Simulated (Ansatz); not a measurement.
# HfO2 (Pca2_1) in Ansatz: relaxation of cell and atoms with RPBE+D4

Aim: the relaxation of cell and atoms of HfO2 with RPBE+D4.

Everything below comes from runs of Ansatz 0.2.0. Logs are shortened: lines on timing, memory, paths and dates and some standing lists are left out, and cuts for length are marked.

### 1 Starting point

Symmetry: Pca2_1, No. 29, orthorhombic system. Conventional cell: a = 5.219 Å, b = 5.005 Å, c = 5.033 Å, α = 90.00°, β = 90.00°, γ = 90.00°. Hf (site symmetry 1) has 7 O at 2.02 to 2.23 Å as nearest neighbours. O (site symmetry 1) has 3 Hf at 2.02 to 2.13 Å as nearest neighbours. O (site symmetry 1) is surrounded by 4 Hf at 2.11 to 2.23 Å.

Measurements of this composition are mostly on another form, of space group No. 14.

### 2 Relaxation of cell and atoms, RPBE+D4

input.yaml

```yaml
crystal:
  lattice:
    - [5.21946336, 0.0, 0.0]
    - [0.0, 5.00476369, 0.0]
    - [0.0, 0.0, 5.03268505]
  atoms:
    - { symbol: Hf, position: [0.966994, 0.73252082, 0.74144035] }
    - { symbol: Hf, position: [0.533006, 0.73252082, 0.24144035] }
    - { symbol: Hf, position: [0.466994, 0.26747918, 0.74144035] }
    - { symbol: Hf, position: [0.033006, 0.26747918, 0.24144035] }
    - { symbol: O, position: [0.63212745, 0.9286454, 0.87926726] }
    - { symbol: O, position: [0.86787255, 0.9286454, 0.37926726] }
    - { symbol: O, position: [0.23394852, 0.53988305, 0.49229239] }
    - { symbol: O, position: [0.26605148, 0.53988305, 0.99229239] }
    - { symbol: O, position: [0.76605148, 0.46011695, 0.99229239] }
    - { symbol: O, position: [0.73394852, 0.46011695, 0.49229239] }
    - { symbol: O, position: [0.13212745, 0.0713546, 0.87926726] }
    - { symbol: O, position: [0.36787255, 0.0713546, 0.37926726] }
hamiltonian:
  xc: rpbe
  pseudopotentials: { kind: paw }
  dispersion: d4
kpoints:
  mp_grid: { grid: [5, 6, 5] }
scf:
  occupations: { method: fermi_dirac, width: 0.05 }
output:
  forces: true
  stress: true
  eigenvalues: true
relax:
  f_tol: 0.01
  max_steps: 40
  cell: { stress_tol: 0.05 }
```

Potentials or basis: Ansatz PAW.

Run with:

```console
ansatz run input.yaml --threads 4 --pin off --max-ram 11264MiB --backend cpu --events-out ev --progress --plain --runs-dir out
```

Output:

```text
Warning: RAYON_NUM_THREADS=4 ignored (pool sized by the plan → 4); use --threads N
Engine: ansatz 0.2.0, x86_64-unknown-linux-gnu
Pseudopotentials: kind: paw
Pseudopotential: Hf, paw, valence charge 26, recommended cutoff 420 eV (normal), Hf.paw.azcp
Pseudopotential: O, paw, valence charge 6, recommended cutoff 420 eV (normal), O.paw.azcp
Functional definition: RPBE
  parameter kappa = 0.804
  parameter beta = 0.06672455060314922
  exchange = rpbe_x(kappa = kappa, mu = beta*pi^2/3)
  correlation = pbe_c(beta = beta)
Crystal: 12 atoms, lattice volume = 131.465 Å³
Basis set: ecut = 420 eV, 2577 PW (Γ), exchange–correlation on 72×72×72 points (8 copies of the dense FFT grid, shifted against one another)
Bands: 92, of which v1, the nominal top of the filled ones, is band 76 counted from 1 (75 counted from 0)
Symmetry: 4 space group operations
Space group: Pca21 (ITA 29), of the structure as read, at distance tolerance 5.1e-5 Å
k-points: 36 of 150 (time reversal used)
Non-local potential: Hf, projectors of the file, l = 0: 3, l = 1: 2, l = 2: 2, l = 3: 3
Non-local potential: O, projectors of the file, l = 0: 2, l = 1: 2, l = 2: 1
PAW form: soft (Blöchl's): semilocal exchange-correlation on the pseudo side does not see the compensation charge
PAW frozen core: Hf, regenerated for the run's functional, and the local potential with it (the file was generated under x = pbe(κ = 0.804, μ = 0.2195149727645171), c = pbe(β = 0.06672455060314922))
PAW frozen core: O, regenerated for the run's functional, and the local potential with it (the file was generated under x = pbe(κ = 0.804, μ = 0.2195149727645171), c = pbe(β = 0.06672455060314922))
PAW one-centre angular grid: Hf, 590 points (default); XC on 64 Gauss nodes
PAW one-centre angular grid: O, 110 points (default); XC on 64 Gauss nodes
Initial density: superposition of atomic densities (neutral atoms: chi_scale 0, normalization atom), corrected by the library's trained network
Initial wavefunctions: pseudopotential atomic-orbital guess
Functional: x = rpbe, c = pbe(β = 0.06672455060314922)
SCF iter   1: F=—  HF=-67514.134527 eV  |F-HF|=—  |Δ(HF+E_count)|=         —  Δρ=5.40e-3  dr2=3.30e-2  ethr=1.77e-3  ⟨swp⟩=5.6  Hψ=10352  notcnv=0  defer=90
preconditioner: auto → Resta (q_TF=auto, 2.795 Å⁻¹)  ε∞=5.5  [insulator: Δε(μ)=4.640 eV  Ē_g=18.381 eV  σ=0.050 eV  W_gap=1.00  n_scr=52 (ndim 8)  ℏωp=38.9 eV  f_vac=0.038  D(μ)=0.00/eV (n_scr^D=0)  ε∞_Penn≈5.5]
SCF iter   2: F=—  HF=-67514.131764 eV  |F-HF|=—  |Δ(HF+E_count)|=   2.76e-3  Δρ=2.61e-3  dr2=4.28e-3  ethr=2.17e-5  ⟨swp⟩=2.0  Hψ=5896  notcnv=0  defer=133
SCF iter   3: F=—  HF=-67514.132903 eV  |F-HF|=—  |Δ(HF+E_count)|=   1.14e-3  Δρ=1.16e-3  dr2=1.36e-3  ethr=2.82e-6  ⟨swp⟩=2.0  Hψ=5142  notcnv=0  defer=133
SCF iter   4: F=—  HF=-67514.133345 eV  |F-HF|=—  |Δ(HF+E_count)|=   4.41e-4  Δρ=2.35e-4  dr2=7.14e-5  ethr=8.98e-7  ⟨swp⟩=2.0  Hψ=4971  notcnv=0  defer=133
SCF iter   5: F=—  HF=-67514.133725 eV  |F-HF|=—  |Δ(HF+E_count)|=   3.80e-4  Δρ=1.45e-4  dr2=2.22e-5  ethr=4.70e-8  ⟨swp⟩=2.0  Hψ=5694  notcnv=0  defer=133
SCF iter   6: F=—  HF=-67514.133743 eV  |F-HF|=—  |Δ(HF+E_count)|=   1.89e-5  Δρ=4.90e-5  dr2=3.36e-6  ethr=1.46e-8  ⟨swp⟩=2.0  Hψ=5532  notcnv=0  defer=133
SCF iter   7: F=—  HF=-67514.133746 eV  |F-HF|=—  |Δ(HF+E_count)|=   2.72e-6  Δρ=3.17e-5  dr2=1.21e-6  ethr=2.21e-9  ⟨swp⟩=2.0  Hψ=5532  notcnv=0  defer=133
SCF iter   8: F=—  HF=-67514.133747 eV  |F-HF|=—  |Δ(HF+E_count)|=   3.92e-7  Δρ=9.26e-6  dr2=1.05e-7  ethr=7.93e-10  ⟨swp⟩=2.0  Hψ=5134  notcnv=0  defer=133
[... 83 lines left out ...]
  E_kinetic    = 3092.393570
  E_local      = -23659.459306  (includes V_loc(G=0)·N_el)
  E_nonlocal   = -4601.692943
  E_hartree    = 10835.541258
  E_xc         = -1796.563479
  E_vxc        = -1821.171011  (∫ρ·V_xc dr)
  E_paw        = -29032.273441  (= ΣΔE_a)
  E_vpaw       = 5424.653115  (= ΣTr[D̂ρ^β])
  E_aug_tail   = 0.019604  (compensation charges beyond the density's cutoff)
  E_ewald      = -22346.514419
  E_disp       = -4.753062  (pairwise vdW)
  E_core_change = -0.911118  (= ΣΔE_core)
  E_smearing   = -0.000000  (= −TS)
  E_closure    = -0.000000  (closes the sum)
  Σ components = -67514.213335   (vs F -67514.213335, Δ=0.00e0)
--- Forces (eV/Å), atoms counted from 1 ---
  atom   1  Hf     0.00149956    -0.00029640    -0.00067336
  atom   2  Hf    -0.00149956    -0.00029640    -0.00067336
  atom   3  Hf     0.00149956     0.00029640    -0.00067336
  atom   4  Hf    -0.00149956     0.00029640    -0.00067336
  atom   5  O      0.00007126    -0.00139892     0.00171057
  atom   6  O     -0.00007126    -0.00139892     0.00171057
  atom   7  O      0.00130048     0.00103834    -0.00103675
  atom   8  O     -0.00130048     0.00103834    -0.00103675
  atom   9  O     -0.00130048    -0.00103834    -0.00103675
  atom  10  O      0.00130048    -0.00103834    -0.00103675
  atom  11  O      0.00007126     0.00139892     0.00171057
  atom  12  O     -0.00007126     0.00139892     0.00171057
  max |Σ_I F_I| component: 1.84e-6 eV/Å
--- Stress (GPa, compression-positive) ---
        0.023086       0.000000       0.000000
        0.000000       0.008768       0.000000
        0.000000       0.000000       0.007295
  P = ⅓ Tr σ = 0.0130 GPa (0.130 kbar)
--- Band table (eV; the first three rows and the last of 36) ---
  k-point 0: bands = ["-45.6678", "-45.6500", "-45.6498", "-45.6481", "-14.6911", "-14.6664", "-14.6620", "-14.4255", "-14.3884", "-14.3660", "-14.3534", "-14.3448", "-14.3384", "-14.2402", "-14.2356", "-14.2309", "-3.3486", "-2.0189", "-1.8064", "-1.7949", "-1.3535", "-1.2613", "-1.2007", "-1.1349", "4.4730", "4.4766", "4.4797", "4.4821", "4.4844", "4.4856", "4.4885", "4.4894", "4.4897", "4.4928", "4.4949", "4.4970", "4.4995", "4.5023", "4.5052", "4.5068", "4.5101", "4.5110", "4.5124", "4.5163", "4.5245", "4.5250", "4.5251", "4.5294", "4.5465", "4.5604", "4.5613", "4.6327", "9.4454", "9.5329", "9.6491", "10.2936", "10.4499", "10.5135", "11.7471", "11.8135", "11.8289", "11.8482", "12.3595", "12.6191", "12.7820", "12.9301", "13.0447", "13.2238", "13.4318", "13.6423", "13.7328", "13.9335", "14.1866", "14.6872", "14.7909", "14.8528", "19.8338", "20.0779", "20.1824", "20.5551", "20.6830", "20.8210", "20.8272", "20.9752", "21.1999", "21.5829", "22.1611", "22.1659", "22.3851", "22.4141", "23.1087", "23.1931"]
  k-point 1: bands = ["-45.6659", "-45.6500", "-45.6499", "-45.6498", "-14.6558", "-14.6455", "-14.6391", "-14.4593", "-14.3806", "-14.3806", "-14.3704", "-14.3466", "-14.3170", "-14.2689", "-14.2505", "-14.2409", "-3.1883", "-1.9945", "-1.8721", "-1.8143", "-1.4273", "-1.2530", "-1.2020", "-1.1778", "4.4710", "4.4762", "4.4784", "4.4821", "4.4825", "4.4864", "4.4880", "4.4898", "4.4918", "4.4932", "4.4951", "4.4970", "4.4989", "4.5015", "4.5048", "4.5063", "4.5102", "4.5128", "4.5167", "4.5182", "4.5237", "4.5244", "4.5265", "4.5273", "4.5455", "4.5594", "4.5625", "4.6217", "9.5626", "9.6318", "9.8621", "10.3508", "10.5791", "10.8292", "11.4317", "11.5145", "11.7513", "11.9348", "12.1167", "12.6577", "12.7059", "12.8331", "12.9632", "13.4198", "13.4318", "13.6532", "13.8110", "13.8319", "13.9698", "14.6207", "14.7255", "14.7558", "19.6968", "20.0743", "20.1031", "20.5306", "20.6508", "20.8439", "20.9180", "21.0188", "21.5315", "21.8220", "22.2166", "22.2666", "22.3797", "22.4885", "23.0954", "23.3104"]
  k-point 2: bands = ["-45.6610", "-45.6549", "-45.6499", "-45.6499", "-14.5988", "-14.5717", "-14.5689", "-14.5305", "-14.4445", "-14.4102", "-14.3645", "-14.3598", "-14.2987", "-14.2878", "-14.2755", "-14.2647", "-2.7639", "-2.2362", "-1.9341", "-1.8660", "-1.4114", "-1.2887", "-1.2324", "-1.2117", "4.4696", "4.4717", "4.4800", "4.4801", "4.4808", "4.4838", "4.4862", "4.4875", "4.4956", "4.4972", "4.4972", "4.4988", "4.4999", "4.5034", "4.5047", "4.5070", "4.5120", "4.5130", "4.5145", "4.5168", "4.5208", "4.5222", "4.5312", "4.5318", "4.5487", "4.5546", "4.5711", "4.5949", "9.6782", "9.9727", "10.3921", "10.6624", "10.8851", "11.0080", "11.0930", "11.1500", "11.4014", "12.0058", "12.0270", "12.2373", "12.6393", "12.8461", "12.9788", "13.0097", "13.0157", "13.4015", "13.8905", "13.9224", "14.3912", "14.5755", "14.6175", "14.6219", "19.5078", "19.6884", "20.1204", "20.2780", "20.9145", "20.9263", "20.9738", "21.0563", "22.1660", "22.2586", "22.2602", "22.2835", "22.6735", "22.6769", "23.2037", "23.6725"]
  k-point 35: bands = ["-45.6560", "-45.6545", "-45.6529", "-45.6523", "-14.6699", "-14.6628", "-14.6439", "-14.6378", "-14.3351", "-14.3224", "-14.3057", "-14.2983", "-14.2814", "-14.2805", "-14.2711", "-14.2612", "-2.3889", "-2.2603", "-2.1899", "-2.1527", "-1.3119", "-1.2482", "-1.2452", "-1.1859", "4.4730", "4.4749", "4.4764", "4.4767", "4.4855", "4.4858", "4.4888", "4.4897", "4.4931", "4.4973", "4.4977", "4.4994", "4.5010", "4.5014", "4.5051", "4.5066", "4.5126", "4.5141", "4.5145", "4.5167", "4.5255", "4.5270", "4.5272", "4.5282", "4.5526", "4.5532", "4.5574", "4.5603", "10.3514", "10.5540", "10.6674", "10.7470", "10.9029", "10.9073", "11.0168", "11.2695", "11.8078", "11.9761", "12.1914", "12.2161", "12.6702", "12.7030", "12.7846", "13.0133", "13.2987", "13.3580", "13.4138", "13.5638", "13.8345", "14.0575", "14.1254", "14.2797", "19.4026", "19.5705", "19.6687", "19.9016", "20.5883", "20.6894", "20.9399", "21.0337", "21.5342", "21.8291", "21.8335", "22.1502", "23.2107", "23.3940", "23.4465", "23.7058"]
--- Relaxed structure (5 steps of the walk, 5 accepted, 2 SCFs on fresh bases) ---
  F+E_penalty+E_count = -67514.21333519 eV   max|allowed force component| = 1.710e-3 eV/Å   (the final SCF, on the basis selected at the relaxed cell)
  cell:  # Å, volume = 135.1499 Å³
    - [5.270852523967055, 0.0, 0.0]
    - [0.0, 5.049663163921277, 0.0]
    - [0.0, 0.0, 5.077763780634413]
  atoms:
    - { symbol: Hf, position: [0.9673557682754733, 0.7330491064121722, 0.7420858945284063] }
    - { symbol: Hf, position: [0.5326442317245265, 0.7330491064121722, 0.2420858945284064] }
    - { symbol: Hf, position: [0.4673557682754734, 0.2669508935878277, 0.7420858945284063] }
    - { symbol: Hf, position: [0.03264423172452649, 0.2669508935878277, 0.2420858945284064] }
    - { symbol: O, position: [0.6314698819900768, 0.9284910265272225, 0.8791014904853224] }
    - { symbol: O, position: [0.8685301180099233, 0.9284910265272225, 0.3791014904853225] }
    - { symbol: O, position: [0.23233346703356583, 0.5400615219526583, 0.49181261498627116] }
    - { symbol: O, position: [0.2676665329664341, 0.5400615219526583, 0.9918126149862713] }
    - { symbol: O, position: [0.7676665329664338, 0.4599384780473417, 0.9918126149862713] }
    - { symbol: O, position: [0.7323334670335658, 0.4599384780473417, 0.49181261498627116] }
    - { symbol: O, position: [0.13146988199007675, 0.0715089734727774, 0.8791014904853224] }
    - { symbol: O, position: [0.36853011800992325, 0.0715089734727774, 0.3791014904853225] }
```

Wall time 95 s (4 threads of Intel Xeon Platinum 8488C (Sapphire Rapids), shared host); peak memory 0.78 GiB.

What came out:

```
Free energy                            : -67514.2133 eV
Relaxed volume                         : 11.26 Å³/atom
Relaxed cell                           : a = 5.271 Å, b = 5.050 Å, c = 5.078 Å, α = 90.00°, β = 90.00°, γ = 90.00°
Space group after relaxing (to 0.05 Å) : Pca2_1 (No. 29)
Energy gained by relaxing              : 6.6 meV/atom
Ionic steps                            : 7
Pressure after relaxing                : 0.0 GPa
Band gap on the k mesh                 : 4.50 eV, indirect (least direct gap 4.68 eV)
```

Forces in eV/Å, atoms in the order of the input:
```
Hf   0.001  0.000 -0.001
Hf  -0.001  0.000 -0.001
Hf   0.001  0.000 -0.001
Hf  -0.001  0.000 -0.001
O    0.000 -0.001  0.002
O    0.000 -0.001  0.002
O    0.001  0.001 -0.001
O   -0.001  0.001 -0.001
O   -0.001 -0.001 -0.001
O    0.001 -0.001 -0.001
O    0.000  0.001  0.002
O    0.000  0.001  0.002
```

Step by step:
| step | energy change (eV) | largest force (eV/Å) | volume (Å³) |
| --- | --- | --- | --- |
| 1 | 0.0000 | 0.1226 | 131.46 |
| 2 | -0.0557 | 0.0265 | 135.59 |
| 3 | -0.0604 | 0.0257 | 135.02 |
| 4 | -0.0607 | 0.0105 | 135.00 |
| 5 | -0.0794 | 0.0112 | 135.00 |
| 6 | -0.0789 | 0.0022 | 135.15 |
| 7 | -0.0796 | 0.0022 | 135.15 |

Final structure:
```cif
data_structure
_symmetry_space_group_name_H-M 'P 1'
_symmetry_Int_Tables_number 1
_cell_length_a 5.2709
_cell_length_b 5.0497
_cell_length_c 5.0778
_cell_angle_alpha 90.000
_cell_angle_beta 90.000
_cell_angle_gamma 90.000
_cell_volume 135.15
loop_
_atom_site_label
_atom_site_type_symbol
_atom_site_fract_x
_atom_site_fract_y
_atom_site_fract_z
_atom_site_occupancy
Hf1 Hf 0.96736 0.73305 0.74209 1
Hf2 Hf 0.53264 0.73305 0.24209 1
Hf3 Hf 0.46736 0.26695 0.74209 1
Hf4 Hf 0.03264 0.26695 0.24209 1
O1 O 0.63147 0.92849 0.87910 1
O2 O 0.86853 0.92849 0.37910 1
O3 O 0.23233 0.54006 0.49181 1
O4 O 0.26767 0.54006 0.99181 1
O5 O 0.76767 0.45994 0.99181 1
O6 O 0.73233 0.45994 0.49181 1
O7 O 0.13147 0.07151 0.87910 1
O8 O 0.36853 0.07151 0.37910 1
```

Caveat: odd divisions of the mesh miss points on the zone boundary, where band edges often lie, so the gap on the mesh can be too wide; the plane-wave basis is chosen anew once the cell has moved, so the energies of steps on either side of that aren't comparable; the pressure holds a Pulay correction of +0.7 GPa for the finite cutoff; spin-orbit coupling is left out, which moves the levels of the heavy elements; the PAW data sets come from PBE, with cores solved anew for the run's functional, which leaves a small shift of forces and pressure. A k mesh can miss the band edges.
